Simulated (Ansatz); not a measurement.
# SnO2 monolayer (2H): a soft mode frozen in, part 3 of 3

Which phase does SnO2 monolayer (2H) fall into along its unstable mode, and how much energy does it gain?

Ansatz 0.2.0; DFT PBE, scalar-relativistic, plane waves, PAW.

So far. Step 5 (Energy along the mode, all amplitudes (two of the runs …): The lowest of the steps tried is at 0.08 Å, 0.477 meV/atom below the parent; the bottom of the well need not coincide with a step. Step 7 (The new phase in its own primitive cell): The largest force component left is 0.12 meV/Å, within the tolerances set.

**8. Modes of the new phase, k-mesh 9×9×1**

A relaxed structure may still be a saddle point, so its zone-centre modes are computed. The response to a homogeneous field gives the Born charges and the dielectric tensor, and its change with displacement the Raman tensors.

input.yaml

```yaml
crystal:
  lattice:
    - [3.2275490964, 0.0, 0.0]
    - [-1.6137745482, 2.7951395095, 0.0]
    - [0.0, 0.0, 28.7]
  atoms:
    - { symbol: Sn, position: [0.2222222222, 0.4444444445, 0.3484320557] }
    - { symbol: O, position: [0.8888888889, 0.7777777778, 0.3836816513] }
    - { symbol: O, position: [0.5555555555, 0.1111111111, 0.3131824601] }
  periodic: [true, true, false]
kpoints:
  mp_grid: { grid: [9, 9, 1] }
hamiltonian:
  xc: pbe
scf:
  occupations: { method: fixed }
output:
  eigenvalues: true
phonons:
  method: dfpt
  dielectric: true
  raman: true
```

On the command line:

```console
ansatz run input.yaml --threads 4 --pin off --max-ram 14336MiB --backend cpu --events-out ev --progress --plain --runs-dir out
```

Numbers of over 12 decimals in the logs are rounded to 6 here.

The log of the run:

```text
Warning: phonons.dielectric: true without phonons.rigid_motions: the static dielectric tensor ε⁰ will be withheld (ε∞, Z* and the rows of modes are given); for a crystal or a slab, whose only rigid motions are the translations, set phonons.rigid_motions: translations
[...]
Crystal: 3 atoms, lattice volume = 258.916 Å³
Basis set: ecut = 420 eV, 5159 PW (Γ), exchange–correlation on 48×48×384 points (8 copies of the dense FFT grid, shifted against one another)
Bands: 17, of which v1, the nominal top of the filled ones, is band 13 counted from 1 (12 counted from 0)
Symmetry: 12 space group operations
k-points: 25 of 81 (irreducible under 2 space group operations, time reversal used)
[...]
SCF iter   1: F=—  HF=-7158.521310 eV  |F-HF|=—  |Δ(HF+E_count)|=         —  Δρ=1.23e-3  dr2=2.54e-3  ethr=1.77e-3  ⟨swp⟩=6.8  Hψ=2557  notcnv=0  defer=50
[...]
SCF iter   8: F=-7158.521403 eV  HF=-7158.521403 eV  |F-HF|=1.35e-10  |Δ(HF+E_count)|=   1.32e-9  Δρ=1.65e-7  dr2=5.04e-11  ethr=1.00e-12  ⟨swp⟩=25.9  Hψ=5684  notcnv=0
SCF 1 converged in 8 iterations: F = -7158.521403 eV  dr2 = 5.04e-11
[...]
NSCF: frozen V_eff on 2 k-points
DFPT response loops at Γ: preconditioner auto → none (the input reference at scf.mixing.eps_inf says where Resta's filter doesn't serve); β = 0.50; Broyden in place of MSR1
── the response to a field inside a basis, on 16×16×2 k-points: an SCF that follows is theirs, and a resumed run solves both again ──
Bands: 14, of which v1, the nominal top of the filled ones, is band 13 counted from 1 (12 counted from 0)
k-points: 136 of 512 (irreducible under 2 space group operations, time reversal used)
[...]
Eigensolver: Dense (136 Hₖ)
SCF iter   1: F=—  HF=-7158.522255 eV  |F-HF|=—  |Δ(HF+E_count)|=         —  Δρ=1.81e-4  dr2=1.54e-5  ethr=1.00e-1
[...]
SCF iter   6: F=-7158.522263 eV  HF=-7158.522263 eV  |F-HF|=9.09e-13  |Δ(HF+E_count)|=  9.80e-10  Δρ=7.07e-8  dr2=9.69e-12  ethr=5.23e-12
SCF 1 converged in 6 iterations: F = -7158.522263 eV  dr2 = 9.69e-12
[...]
SCF converged after 8 iterations
Free energy (F): -7158.521403 eV
[...]
Internal energy: -7158.521403 eV  (E = F + TS)
E sigma→0 (E₀):  -7158.521403 eV
Fermi energy:    -8.324966 eV
[...]
--- Band table (eV; the first three rows and the last of 25) ---
  k-point 0: bands = [... 9 lower, -9.4747, -9.0394, -9.0394, -8.8762, -5.7053, -2.5648, -0.2262, -0.2143]
  k-point 1: bands = [... 9 lower, -9.7827, -9.3360, -8.9032, -8.6201, -5.1254, -2.1444, -0.0465, 0.0318]
  k-point 2: bands = [... 9 lower, -10.3250, -9.5485, -8.7764, -8.4936, -4.0119, -1.3624, 0.3653, 0.7675]
  k-point 24: bands = [... 9 lower, -11.1779, -9.9301, -8.8527, -8.3250, -2.6602, 0.2768, 0.6899, 2.4768]
--- Phonons (Γ-DFPT): 6 representative perturbations + reference, on 25 of 81 k-points (Σ response iterations 27) ---
  ASR residual: 3.980e-4 → 0.000e0 eV/Å²; symmetrization residual: 1.574e-5 eV/Å²
[...]
ASR residual per site (eV/Å²): 3.98e-4 1.49e-4 1.48e-4
  Γ frequencies (cm⁻¹): 0.00 0.00 0.00 379.77 379.77 429.56 429.56 474.34 524.23
  ε∞ (high-frequency dielectric tensor):
        1.582568    -0.000000     0.000000
       -0.000000     1.582568    -0.000000
        0.000000    -0.000000     1.104337
  α∞ (the layer's polarisability for a field applied outside it; Å, Gaussian; ε∞ is over the cell's 28.700 Å):
        1.330511    -0.000000     0.000000
       -0.000000     1.330511    -0.000000
        0.000000    -0.000000     0.238292
  ε⁰ (static dielectric tensor): not given — the deck does not say what the cell's rigid motions are, and on a molecule in a box or a wire the rigid rotations would enter the sum over the modes at Γ. For a crystal or a slab, whose only rigid motions are the translations, set phonons.rigid_motions: translations.
  Born effective charges Z* (e; rows j = field, columns β = displacement):
    site 0:
         4.53250   -0.00000    0.00000
        -0.00000    4.53250   -0.00000
         0.00000    0.00000    0.73393
    site 1:
        -2.26625    0.00000   -0.00000
         0.00000   -2.26625    0.00000
        -0.00000   -0.00000   -0.36697
    site 2:
        -2.26625    0.00000   -0.00000
         0.00000   -2.26625    0.00000
        -0.00000   -0.00000   -0.36697
  Z* charge neutrality: 2.043e-3 e pre-enforcement
  solved inside a basis spanned on kpoints, on 16×16×2 k-points: ε∞ is read to err by 3.0e-3, Z* by 1.8e-2 e (field_mesh: kpoints solves on kpoints); Z* is corrected for what the basis lacks
  Raman tensors (in the event stream and the table raman_tensors.tsv): an entry may err by 7.5e-3 Å², one of the second-order susceptibility by 2.2e-20 pm/V (basis, points and sum rule); their sum over the sites missed zero by 1.776e-15 Å² ahead of its enforcement
  optical modes at Γ without the LO–TO term, one row a degenerate level:
      ω (cm⁻¹)  modes    IR ((D/Å)²/amu)  static Raman (Å⁴/amu)  depolarisation
        379.77      2            37.6091                 0.0000               —
        429.56      2             0.0000                 4.8587           0.750
        474.34      1             0.0000                93.7758           0.096
        524.23      1             0.4931                 0.0000               —
```

Run time: 5.6 min. Hardware: 4 threads of Arm Neoverse V1, shared host; peak memory 2.5 GiB; 22 min of CPU time.

This step gave:

| Quantity | Value |
| --- | --- |
| sum-rule residual before enforcement | 3.98e-4 eV/Å² |
| miss of the charge sum rule | 0.002043 e |
| estimated error of the dielectric tensor | 0.002953 |
| estimated error of the Born charges | 0.01776 e |
| point group | -3m |
| highest optical mode at the zone centre (no LO-TO term) | 524.2 cm⁻¹ |
| lowest optical zone-centre mode | 379.8 cm⁻¹ |
| largest Born charge (third of the trace) | 3.266 e |

Without the LO-TO term. Patterns of degenerate modes are one choice out of their space. Modes at Γ, with each element's share of the kinetic energy:

```
mode  frequency (cm⁻¹)  symmetry  Sn %  O %
   1               0.0  acoustic    79   21
   2               0.0  acoustic    79   21
   3               0.0  acoustic    79   21
   4             379.8        Eu    21   79
   5             379.8        Eu    21   79
   6             429.6        Eg     0  100
   7             429.6        Eg     0  100
   8             474.3       A1g     0  100
   9             524.2       A2u    21   79
```

Displacements in mode 4 (379.8 cm⁻¹), the largest set to 1:
```
Sn1 -0.01 -0.27  0.00
O2   0.05  1.00  0.00
O3   0.05  1.00  0.00
```

Displacements in mode 9 (524.2 cm⁻¹), the largest set to 1:
```
Sn1  0.00  0.00 -0.27
O2   0.00  0.00  1.00
O3   0.00  0.00  1.00
```

High-frequency dielectric tensor, averaged over the cell of height 28.7 Å or as lengthened by the program, vacuum included. Tensor:

```
       x      y      z
x  1.583      0      0
y      0  1.583      0
z      0      0  1.104
```

Born charge (rows field, columns displacement) (e), principal values of the symmetric part by kind of site:

```
atom  atoms with these values    low  middle   high   mean
 Sn1                        1   0.73    4.53   4.53   3.27
  O2                        2  -2.27   -2.27  -0.37  -1.63
```

In full for Sn1:

```
4.53 0.00 0.00
0.00 4.53 0.00
0.00 0.00 0.73
```

Transverse modes. Infrared lines, with heights relative to the strongest:

| position (cm⁻¹) | label | relative intensity |
| --- | --- | --- |
| 380 | Eu | 100 |
| 430 | Eg | 0.0 |
| 474 | A1g | 0.0 |
| 524 | A2u | 1.3 |

Activity x (w_L - w)^4 (n + 1)/w, 532 nm, 300 K. Lines of the Raman spectrum (strongest = 100):

```
position (cm⁻¹)  label  relative intensity
            380     Eu                 0.0
            430     Eg                 5.9
            474    A1g                 100
            524    A2u                 0.0
```

Before it was imposed, the acoustic sum rule was missed by 4.0e-4 eV/Å² and the charge sum rule by 0.0020 e. Small misses are needed for a sound result but don't prove that mesh and cutoff are converged. The lowest optical mode is real, 380 cm⁻¹.

**9. The phases reached**

The phases reached along the modes that were followed are set side by side.

Energies are those of the first relaxation, on the mesh of the frozen mode; space group, volume and gap are those of the last relaxation. Phases, by row:

```csv
mode frozen in,space group,energy from parent (meV/atom),volume (Å³/atom),gap on mesh (eV),lowest zone-centre optical mode (cm⁻¹),largest shift (Å)
parent,P-6m2,0,79.72,0.651,–,–
"q = (0, 0, 0), 75i cm⁻¹",P-3m1,-487,86.3,2.62,379.8,1.261
"q = (0, 0, 0), 75i cm⁻¹",P-4m2,-208.8,109.2,2.07,146,1.215
"q = (0, 0, 0), 75i cm⁻¹",P-3m1,-487,86.3,2.62,379.8,1.261
```

**10. What came out**

| Quantity | Value |
| --- | --- |
| unstable mode of the parent | q = (0, 0, 0), 75i cm⁻¹ |
| depth at the lowest point sampled | 0.477 meV/atom |
| largest atomic shift at that point | 0.08 Å |
| space group reached (within 0.01 Å) | P-3m1 |
| energy gained over the parent (first relaxation, on the mesh of the frozen mode) | 487 meV/atom |
| area per atom, phase reached | 3.01 Å² |
| gap on the k-mesh, phase reached | 2.62 eV |
| lowest optical zone-centre mode, phase reached | 380 cm⁻¹ |
| highest optical mode at the zone centre (no LO-TO term), phase reached | 524 cm⁻¹ |

Along this mode the structure falls into P-3m1, 487 meV/atom below the parent. At the parent's cell the well is 0.477 meV/atom deep on the steps tried, with its lowest point at a shift of 0.08 Å. Relaxing atoms and cell changes the gain by +486.48 meV/atom against the lowest step (energies at zero smearing). Most of the total comes from this relaxation. The new phase has no imaginary mode at the zone centre of its cell; other wavevectors were not checked. How so shallow a well moves with the k mesh was not tested. Of the 3 patterns followed to their end from this parent, this one reaches the lowest energy. Each path keeps the symmetry of its pattern, so a lower phase may lie along a pattern not tried. In a sheet or slab the interpolated bending branch near Γ is rough, since the rotational sum rule isn't imposed. Dielectric tensors refer to the cell with its vacuum. Spin-orbit coupling is left out, which can matter for the heavy elements here. The starting cell was built on a prototype and not taken from a measurement.

[Logs are printed without paths, hosts, clocks, repeated set-up lines and the standing remarks that a program may print on its own settings, such as how far it seeks lower states.]

[Hosts, paths, dates, database ids (printed as entryN), source tags and the programs' standing remarks are cut or masked in the printed files.]
